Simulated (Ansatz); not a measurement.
# Hf3N: the cost of one run

Program: Ansatz 0.2.0. Level of theory: DFT PBEsol, scalar-relativistic, plane waves, PAW. These are calculated values, not measurements.

1 further run of the same task is left out (set aside as unsound or not needed).

### 1 The system as given

It takes space group P-3m1 (No. 164, trigonal). Conventional cell: a = 3.124 Å, b = 3.124 Å, c = 22.102 Å, α = 90.00°, β = 90.00°, γ = 120.00°. Around Hf (site symmetry 3m) lie 9 Hf at 3.02 to 3.12 Å. Around Hf (site symmetry -3m) lie 12 Hf at 3.02 to 3.12 Å.

As a file:

```cif
data_structure
_symmetry_space_group_name_H-M 'P-3m1'
_symmetry_Int_Tables_number 164
_cell_length_a 3.1241
_cell_length_b 3.1241
_cell_length_c 22.1016
_cell_angle_alpha 90.000
_cell_angle_beta 90.000
_cell_angle_gamma 120.000
_cell_volume 186.81
loop_
_atom_site_label
_atom_site_type_symbol
_atom_site_symmetry_multiplicity
_atom_site_Wyckoff_symbol
_atom_site_fract_x
_atom_site_fract_y
_atom_site_fract_z
_atom_site_occupancy
Hf1 Hf 2 d 0.33333 0.66667 0.89045 1
Hf2 Hf 1 a 0.00000 0.00000 0.00000 1
```

Miller indices refer to the conventional cell of the relaxed bulk, Fm-3m (No. 225): a = 4.418 Å, b = 4.418 Å, c = 4.418 Å, α = 90.00°, β = 90.00°, γ = 90.00°.

This (111) slab, 5.1 Å thick as cut, with 17 Å of vacuum; its outer planes are Hf (top) and Hf (bottom), was relaxed beforehand with its lower half held: -46791.9730 eV, work function 4.66 eV.

### 2 Start: N, top (Hf)

input.yaml reads:

```yaml
crystal:
  lattice:
    - [3.1240671824, 0.0, 0.0]
    - [-1.5620335912, 2.7055215431, 0.0]
    - [0.0, 0.0, 24.101580346]
  atoms:
    - { symbol: Hf, position: [0.6666666667, 0.3333333333, 0.352673969] }
    - { symbol: Hf, position: [0.3333333333, 0.6666666667, 0.4531250452] }
    - { symbol: Hf, position: [0.0, 0.0, 0.5535869022] }
    - { symbol: "N", position: [0.0, 0.0, 0.6556548979] }
basis:
  ecutwfc: 420
kpoints:
  mp_grid: { grid: [9, 9, 1] }
hamiltonian:
  xc: pbesol
scf:
  occupations: { method: gaussian, width: 0.1 }
output:
  forces: true
  eigenvalues: true
relax:
  adjacent_minimum: "off"
  f_tol: 0.03
  max_steps: 70
  constraints: [{ sites: [0] }]
efield:
  axis: 3
  dipole_correction: true
```

**Question.** How long does this run take on 1 thread of an Arm CPU, shared host, and how much memory does it need?

About 75 s, with a peak of 0.44 GiB.
